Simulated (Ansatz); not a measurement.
# Zone-centre phonons of TiAl$_{3}$ at 3 GPa: input and output

The calculation used Ansatz, DFT PBEsol, scalar-relativistic, plane waves, PAW.

Launched with:
```bash
ansatz run input.yaml --threads 1 --pin off --max-ram 3072MiB --backend cpu --events-out ev --progress --plain --runs-dir out
```

Input (bare energies are in eV):
```yaml
crystal:
  lattice:
    - [3.9173238526, 0.0, 0.0]
    - [0.0, 3.9173238526, 0.0]
    - [0.0, 0.0, 3.9173238526]
  atoms:
    - { symbol: Ti, position: [0.0, 0.0, 0.0] }
    - { symbol: Al, position: [0.5, 0.5, 0.0] }
    - { symbol: Al, position: [0.5, 0.0, 0.5] }
    - { symbol: Al, position: [0.0, 0.5, 0.5] }
basis:
  ecutwfc: 420
kpoints:
  mp_grid: { grid: [12, 12, 12] }
hamiltonian:
  xc: pbesol
scf:
  occupations: { method: fermi_dirac, width: 0.15 }
output:
  eigenvalues: true
phonons:
  method: dfpt
  eigenvectors: true
```

The end of the output:
```
--- Phonons (Γ-DFPT): 3 representative perturbations + reference, on 343 of 1728 k-points (Σ response iterations 9) ---
  k mesh reduced under 8 symmetry operations, with k and −k counted as one. Each operation leaves every solved displacement unchanged or reverses it
  ASR residual: 1.398e-3 → 0.000e0 eV/Å²; symmetrization residual: 1.031e-6 eV/Å²
  ASR residual per site (eV/Å²): 1.40e-3 2.93e-5 2.93e-5 2.93e-5
  Γ frequencies (cm⁻¹): 0.00 0.00 0.00 272.02 272.02 272.02 289.97 289.97 289.97 366.86 366.86 366.86
  non-analytic LO–TO correction: not included (Born effective charges unavailable; polar crystals: no LO–TO splitting at Γ)
```

The run took 4.6 min on 1 thread of AMD EPYC 7571, on a shared host, peak memory 1.4 GiB.

In a metal, frequencies and elastic constants depend on the k mesh and the smearing, soft modes and shear constants most.

This form isn't the usual stable structure of the compound at low pressure.